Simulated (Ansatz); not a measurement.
AlRu (Pm-3m), a vibration from a frozen displacement

The calculation used DFT PBEsol, scalar-relativistic, plane waves, PAW in Ansatz. The runs took a 420 eV cutoff, a Γ-centred 20×20×20 mesh and Gaussian smearing (0.15 eV). No spin polarisation. Energies are free energies at this smearing, counted from the undisturbed cell; pressure is positive in compression.

The undisturbed cell (relaxed at this level; it needn't be the usual structure):

```
Al Ru
1.0
     2.97641    0.00000    0.00000
     0.00000    2.97641    0.00000
     0.00000    0.00000    2.97641
Al Ru
1 1
Cartesian
  0.0000 0.0000 0.0000
  1.4882 1.4882 1.4882
```

Every Ru atom is moved by x along the Cartesian unit vector (0.000, 0.000, 1.000); the cell and all other atoms stay fixed. The cell's volume is 26.37 Å³; the moved atoms weigh 101.070 u together and the others 26.982 u. Some rows repeat others by symmetry and weren't run.

```
  x (Å)  ΔE (meV/cell) total force on the moved atoms along the move (eV/Å) pressure (GPa)
-0.1000          40.38                                                0.8067          0.7722
-0.0875          30.93                                                0.7063          0.5862
-0.0750          22.73                                                0.6057          0.4249
-0.0625          15.79                                                0.5049          0.2881
-0.0500          10.11                                                0.4041          0.1761
-0.0375           5.68                                                0.3032          0.0890
-0.0250           2.53                                                0.2022          0.0266
-0.0125           0.63                                                0.1011         -0.0108
 0.0000           0.00                                                0.0000         -0.0233
 0.0125           0.63                                               -0.1011         -0.0108
 0.0250           2.53                                               -0.2022          0.0266
 0.0375           5.68                                               -0.3032          0.0890
 0.0500          10.11                                               -0.4041          0.1761
 0.0625          15.79                                               -0.5049          0.2881
 0.0750          22.73                                               -0.6057          0.4249
 0.0875          30.93                                               -0.7063          0.5862
 0.1000          40.38                                               -0.8067          0.7722
```

Question: What frequency belongs to this motion?

Answer: The force constant is k = −dF/dx = 8.088 eV/Å², from the parabola through x = -0.0125, 0 and 0.0125. In every cell the moved atoms swing against the rest, so the mass is μ = m₁m₂/(m₁ + m₂) = 21.296 u, and ν̃ = 521.5 cm⁻¹ × √(|k|/μ) = 321 cm⁻¹. To first order in x, and within 1 %, the force on every atom lies along the move and, within each of the two groups, in proportion to the atom's mass, so this is itself a mode at the zone centre of this cell.

Question: How far does the harmonic law reach?

Answer: At x = -0.100 Å, kx²/2 = 40.44 meV against the computed 40.38 meV (-0.1 %): the well is still close to harmonic there.

Question: The pressure changes with x². What does that say about the frequency under compression?

Answer: With E = k(V)x²/2, k ∝ V^(−2γ) and x scaling with the cell as V^(1/3), P − P0 = −∂E/∂V = (2γ − 2/3) ΔE/V. At x = 0.0250 Å, V(P − P0) = 26.37 × 0.04989 / 160.2 eV = 8.21 meV and ΔE = 2.53 meV, so γ = 1/3 + V(P − P0)/(2ΔE) = 1.96. This is the Grüneisen parameter of the motion under uniform scaling of the cell: shrinking the cell evenly by 1 % in volume raises the frequency by about 1.96 %.

In a metal these slopes depend on the k mesh and the smearing.

The restoring force shows that the CsCl-type arrangement resists the relative shift of its Al and Ru sublattices. Cubic symmetry makes this optical mode threefold degenerate, so 321 cm⁻¹ holds for any direction of motion, and metallic screening removes the long-range field that would split it in a polar insulator. The stiffness probably reflects strong Ru d–Al sp hybridisation together with short-range repulsion, while the light Al atoms, which carry most of the motion, help to raise the frequency.

Inversion symmetry at the Ru site forbids a cubic term in the well, which leaves only a weak softening from higher even orders. The nearly parabolic curve does not, however, make the crystal harmonic: the Grüneisen parameter of 1.96 reveals a clear coupling between the vibration and volume, as expected when compression shortens the Al–Ru contacts and steepens their repulsion. A single zone-centre mode establishes neither dynamical stability at other wave vectors nor the thermal expansion, which averages over the whole phonon spectrum.
